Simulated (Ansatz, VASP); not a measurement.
**MnO2 in VASP and in Ansatz**

The input INCAR:

```
PREC = Accurate
ENCUT = 520
EDIFF = 1E-6
ISMEAR = 0
SIGMA = 0.05
LREAL = F
LASPH = T
NELM = 150
ALGO = Normal
ISIF = 2
LWAVE = F
LCHARG = F
ISPIN = 2
MAGMOM = 3 -3 0 0 0 0
LORBIT = 11
LMAXMIX = 4
LDAU = T
LDAUTYPE = 2
LDAUL = 2 -1
LDAUU = 2 0
LDAUJ = 0 0
LDAUPRINT = 1
GGA = PE
NBANDS = 38
```

Contents of KPOINTS:

```
regular mesh
0
Gamma
  4 4 7
```

The input POSCAR:

```
MnO2
1.0
    4.3959987700      0.0000000000      0.0000000000
    0.0000000000      4.3959987700      0.0000000000
    0.0000000000      0.0000000000      2.8709991900
Mn O
2 4
Direct
    0.0000000000      0.0000000000      0.0000000000
    0.5000000000      0.5000000000      0.5000000000
    0.3020000000      0.3020000000      0.0000000000
    0.1980000000      0.8020000000      0.5000000000
    0.6980000000      0.6980000000      0.0000000000
    0.8020000000      0.1980000000      0.5000000000
```

Input for Ansatz:

```yaml
crystal:
  lattice:
    - [4.39599877, 0.0, 0.0]
    - [0.0, 4.39599877, 0.0]
    - [0.0, 0.0, 2.87099919]
  atoms:
    - { symbol: Mn, position: [0.0, 0.0, 0.0], spin: 3.0 }
    - { symbol: Mn, position: [0.5, 0.5, 0.5], spin: -3.0 }
    - { symbol: O, position: [0.302, 0.302, 0.0] }
    - { symbol: O, position: [0.198, 0.802, 0.5] }
    - { symbol: O, position: [0.698, 0.698, 0.0] }
    - { symbol: O, position: [0.802, 0.198, 0.5] }
basis:
  ecutwfc: 420
  ecutrho_ratio: 4
kpoints:
  mp_grid: { grid: [4, 4, 7] }
hamiltonian:
  xc: pbe
  hubbard:
    sites: [{ site: 0, l: d, u_eff: 2.0 }, { site: 1, l: d, u_eff: 2.0 }]
scf:
  occupations: { method: gaussian, width: 0.05 }
  lower_state_search: "off"
  max_iter: 150
output:
  forces: true
  stress: true
  eigenvalues: true
  populations: true
  hubbard: { sites: [{ site: 0, l: d }, { site: 1, l: d }] }
magnetization:
  spin_polarized: true
```

Alike in both runs: task single point; functional PBE; k mesh 4 × 4 × 7; occupations gaussian, width 0.05 eV; collinear spin; Hubbard terms Mn d U = 2.0 eV.

|  | VASP | Ansatz |
| --- | --- | --- |
| version | VASP 6.6.1 | Ansatz 0.2.0 |
| potentials or method | VASP PAW PBE potentials, release 64 (Mn_pv, O) | scalar-relativistic, plane waves, PAW |
| plane-wave cutoff (eV) | 520 | 420 |
| valence electrons in the cell | 50 | 54 |

|  | VASP | Ansatz | Ansatz less VASP |
| --- | --- | --- | --- |
| gap on the k mesh at the Fermi level (eV) | 0.21 | 0.23 | +0.016 |
| least direct gap on the mesh (eV) | 0.24 | 0.26 | +0.022 |
| pressure (GPa) | 6.8 | 5.4 | -1.38 |
| rms of the force components (eV/Å) | 0.192 | 0.203 | +0.0110 |
| net moment per atom (μB) | 0.00 | 0.00 | 0.000 |
| size of the moment on the site where the two differ most (μB) | 2.74 | 2.40 | -0.340 |

Site moments also hang on the region over which each program counts them. The programs project onto different local orbitals, so the same U acts differently. Atom by atom the forces differ by 0.011 eV/Å (rms over components). The two sets of potentials don't hold the same shells in valence.

Caveats: an odd mesh through Γ misses points on the zone boundary, where band edges often lie. The state reached can hang on the start; a lower one may exist.
